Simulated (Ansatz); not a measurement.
# Mercury, alpha-Hg (rhombohedral): convergence with the k-point mesh

Computed with Ansatz, PBE, scalar-relativistic PAW, on the relaxed cell (a = 4.157 Å, c = 5.924 Å (c/a = 1.425); spin not included). Errors count from a run at 420 eV on a Γ-centred 17×17×17 mesh with Fermi-Dirac smearing of 0.1 eV, extrapolated to zero width. Fixed here: cutoff 420 eV, Fermi-Dirac width 0.1 eV. The SCF starts from atomic densities corrected by a trained network.

```
  k-mesh  E(σ→0) error (meV/atom)  P (GPa)  SCF iterations
   2×2×2                   1519.0     6.01               6
   4×4×4                    156.3    -0.65               6
   5×5×5                    -21.4    -0.35               6
   6×6×6                    -11.0    -1.18               6
   8×8×8                    -11.0    -0.17               6
11×11×11                     -1.2     0.01               6
15×15×15                     -1.9    -0.01               6
```

Q: What does the run at 3×3×3 give (k-mesh)?

A: E(σ→0) error (meV/atom): -520.2; P (GPa): -3.84; SCF iterations: 6.

Within 5 meV/atom of the last row: from 11×11×11 on.
